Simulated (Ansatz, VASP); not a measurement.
Two plane-wave programs on Ir

File INCAR:

```
SYSTEM = Ir
PREC     = Accurate       ! precision mode
ENCUT    = 520            ! plane-wave cutoff, eV
EDIFF    = 1E-6           ! SCF threshold, eV
ISMEAR   = 0              ! smearing method
SIGMA    = 0.028000000000000004 ! smearing width, eV
LREAL    = .FALSE.        ! projectors in reciprocal space
LASPH    = .TRUE.         ! aspherical terms in the spheres
NELM     = 80             ! most SCF steps
ALGO     = Fast           ! electronic algorithm
ISIF     = 2              ! what is computed and relaxed
LWAVE    = .FALSE.        ! write WAVECAR
LCHARG   = .FALSE.        ! write CHGCAR
GGA      = PE             ! functional
NBANDS   = 10             ! bands
```

The input KPOINTS:

```
regular mesh
0
G
  12 12 12
  0 0 0
```

POSCAR

```
Ir
1.0
    0.0000000000      1.9156000000      1.9156000000
    1.9156000000      0.0000000000      1.9156000000
    1.9156000000      1.9156000000      0.0000000000
Ir
1
Direct
    0.0000000000      0.0000000000      0.0000000000
```

Contents of input.yaml:

```yaml
crystal:
  lattice:
    - [0.0, 1.9156, 1.9156]
    - [1.9156, 0.0, 1.9156]
    - [1.9156, 1.9156, 0.0]
  atoms:
    - { symbol: Ir, position: [0.0, 0.0, 0.0] }
hamiltonian:
  xc: pbe
  pseudopotentials: { kind: paw }
kpoints:
  mp_grid: { grid: [12, 12, 12] }
scf:
  occupations: { method: gaussian, width: 0.028 }
output:
  forces: true
  stress: true
  eigenvalues: true
```

Alike in both runs: task single point; functional PBE; k mesh 12 × 12 × 12; occupations gaussian, width 0.028 eV; no spin polarisation.

|  | VASP | Ansatz |
| --- | --- | --- |
| version | VASP 6.6.1 | Ansatz 0.2.0 |
| potentials or method | VASP PAW PBE potentials, release 64 (Ir) | Ansatz PAW |
| plane-wave cutoff (eV) | 520 | 420 |
| valence electrons in the cell | 9 | 17 |

|  | VASP | Ansatz | Ansatz less VASP |
| --- | --- | --- | --- |
| gap on the k mesh at the Fermi level (eV) | none | none | - |
| pressure (GPa) | 11.6 | 11.1 | -0.49 |

A gap of «none» marks a metal or a gap that the smearing closes. The two sets of potentials don't hold the same shells in valence.

The runs have no spin-orbit coupling, so splittings on Ir are missing.
